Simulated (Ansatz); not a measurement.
# Rb11Cl12: the cost of one run

Method: DFT PBEsol, scalar-relativistic, plane waves, PAW, in Ansatz 0.2.0.

2 further runs of the same task are left out: 2 set aside as unsound or not needed.

## Step 1: The structure to begin with

Symmetry: C2/m, No. 12, monoclinic system. Conventional cell: a = 9.516 Å, b = 16.482 Å, c = 9.516 Å, α = 90.00°, β = 109.47°, γ = 90.00°. Rb (site symmetry 2) is surrounded by 8 Cl at 3.36 Å. Rb (site symmetry 1) is surrounded by 8 Cl at 3.36 Å. Rb (site symmetry m) is surrounded by 8 Cl at 3.36 Å. Rb (site symmetry 2/m) is surrounded by 8 Cl at 3.36 Å. Cl (site symmetry m) is surrounded by 7 Rb at 3.36 Å. Around Cl (site symmetry 1) lie 8 Rb at 3.36 Å. Around Cl (site symmetry 1) lie 7 Rb at 3.36 Å. Only part of the 9 independent sites is listed.

As a file:

```
Rb Cl
1.0
     3.88487    3.88487   -7.76974
     7.76974   -3.88487   -3.88487
    -3.88487   -3.88487   -7.76974
Rb Cl
11 12
Direct
  0.75000 0.00000 0.75000
  0.50000 0.00000 0.50000
  0.25000 0.00000 0.25000
  0.00000 0.00000 0.00000
  0.41667 0.66667 0.75000
  0.16667 0.66667 0.50000
  0.83333 0.33333 0.50000
  0.58333 0.33333 0.25000
  0.33333 0.33333 0.00000
  0.91667 0.66667 0.25000
  0.66667 0.66667 0.00000
  0.20833 0.33333 0.37500
  0.87500 0.00000 0.37500
  0.62500 0.00000 0.12500
  0.37500 0.00000 0.87500
  0.12500 0.00000 0.62500
  0.54167 0.66667 0.37500
  0.29167 0.66667 0.12500
  0.95833 0.33333 0.12500
  0.70833 0.33333 0.87500
  0.45833 0.33333 0.62500
  0.04167 0.66667 0.87500
  0.79167 0.66667 0.62500
```

It goes back to an entry of the Materials Project, which need not be the stable form.

It is built from the cell relaxed beforehand with the same method (29.32 Å³/atom).

## Step 2: Setting up the jump

The supercell lacks one Rb atom, at fractional position (0.083, 0.333, 0.750), and holds 23 atoms. Atom 2 (Rb), 3.88 Å away, is to jump into the empty site. The cell is fixed.

## Step 3: Relaxing around the vacancy

Input file input.yaml:

```yaml
crystal:
  lattice:
    - [3.8848680441, 3.8848680441, -7.7697360881]
    - [7.7697360881, -3.8848680441, -3.8848680441]
    - [-3.8848680441, -3.8848680441, -7.7697360881]
  atoms:
    - { symbol: Rb, position: [0.75, 1.0, 0.75] }
    - { symbol: Rb, position: [0.5, 1.0, 0.5] }
    - { symbol: Rb, position: [0.25, 1.0, 0.25] }
    - { symbol: Rb, position: [0.0, 1.0, 1.0] }
    - { symbol: Rb, position: [0.4166666667, 0.6666666667, 0.75] }
    - { symbol: Rb, position: [0.1666666667, 0.6666666667, 0.5] }
    - { symbol: Rb, position: [0.8333333333, 0.3333333333, 0.5] }
    - { symbol: Rb, position: [0.5833333333, 0.3333333333, 0.25] }
    - { symbol: Rb, position: [0.3333333333, 0.3333333333, 0.0] }
    - { symbol: Rb, position: [0.9166666667, 0.6666666667, 0.25] }
    - { symbol: Rb, position: [0.6666666667, 0.6666666667, 0.0] }
    - { symbol: Cl, position: [0.2083333333, 0.3333333333, 0.375] }
    - { symbol: Cl, position: [0.875, 0.0, 0.375] }
    - { symbol: Cl, position: [0.625, 0.0, 0.125] }
    - { symbol: Cl, position: [0.375, 0.0, 0.875] }
    - { symbol: Cl, position: [0.125, 0.0, 0.625] }
    - { symbol: Cl, position: [0.5416666667, 0.6666666667, 0.375] }
    - { symbol: Cl, position: [0.2916666667, 0.6666666667, 0.125] }
    - { symbol: Cl, position: [0.9583333333, 0.3333333333, 0.125] }
    - { symbol: Cl, position: [0.7083333333, 0.3333333333, 0.875] }
    - { symbol: Cl, position: [0.4583333333, 0.3333333333, 0.625] }
    - { symbol: Cl, position: [0.0416666667, 0.6666666667, 0.875] }
    - { symbol: Cl, position: [0.7916666667, 0.6666666667, 0.625] }
basis:
  ecutwfc: 420
kpoints:
  mp_grid: { grid: [4, 4, 2] }
hamiltonian:
  xc: pbesol
scf:
  occupations: { method: gaussian, width: 0.05 }
output:
  forces: true
  stress: true
  eigenvalues: true
  write_density: true
  write_potential: true
  elf: true
  volumetric_format: npy
relax:
  adjacent_minimum: "off"
  f_tol: 0.02
  max_steps: 50
```

Command:

```
$ ansatz run input.yaml --threads 4 --pin off --max-ram 9216MiB --backend cpu --events-out ev --progress --plain --runs-dir out
```

Q: Estimate wall time and peak memory on 4 threads of Arm Neoverse N1, shared host.

About 3 min, with a peak of 2.2 GiB.
